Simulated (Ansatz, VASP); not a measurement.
InSb in VASP and in Ansatz

File INCAR:

```
ALGO = Normal ; EDIFF = 1E-7
ENCUT = 520 ; GGA = PE
ISIF = 2 ; ISMEAR = 0
LASPH = True ; LCHARG = True
LELF = True ; LREAL = False
LVHAR = True ; LWAVE = False
NBANDS = 16 ; NELM = 80
PREC = Accurate ; SIGMA = 0.15
```

The input KPOINTS:

```
k-points
0
Gamma
  12 12 12
```

The input POSCAR:

```
InSb
1.0
    0.0000000000      3.2391000000      3.2552955000
    3.2391000000      0.0000000000      3.2552955000
    3.2391000000      3.2391000000      0.0000000000
In Sb
1 1
Direct
    0.0000000000      0.0000000000      0.0000000000
    0.7500000000      0.7500000000      0.7500000000
```

Input for Ansatz:

```yaml
crystal:
  lattice:
    - [0.0, 3.2391, 3.2552955]
    - [3.2391, 0.0, 3.2552955]
    - [3.2391, 3.2391, 0.0]
  atoms:
    - { symbol: In, position: [0.0, 0.0, 0.0] }
    - { symbol: Sb, position: [0.75, 0.75, 0.75] }
basis:
  ecutwfc: 420
kpoints:
  mp_grid: { grid: [12, 12, 12] }
hamiltonian:
  xc: pbe
scf:
  occupations: { method: gaussian, width: 0.15 }
output:
  forces: true
  stress: true
  eigenvalues: true
```

Change from the starting cell: strain +0.0050 x Voigt [0, 0, 1, 0, 0, 0], atoms carried along.

Alike in both runs: task single point; functional PBE; k mesh 12 × 12 × 12; occupations gaussian, width 0.15 eV; no spin polarisation.

```csv
,VASP,Ansatz
version,VASP 6.6.1,Ansatz 0.2.0
potentials or method,"VASP PAW PBE potentials, release 64 (In_d, Sb)","scalar-relativistic, plane waves, PAW"
plane-wave cutoff (eV),520,420
valence electrons in the cell,18,28
```

```csv
,VASP,Ansatz,Ansatz less VASP
gap on the k mesh at the Fermi level (eV),none,none,-
pressure (GPa),2.9,2.9,+0.02
largest component of the traceless stress (GPa),0.09,0.09,0.000
```

A gap of «none» marks a metal or a gap that the smearing closes. The functional is the same, so the differences come from potentials, cutoffs and numerics. The two sets of potentials don't hold the same shells in valence.

Spin-orbit coupling is left out, which matters for the levels of Sb.
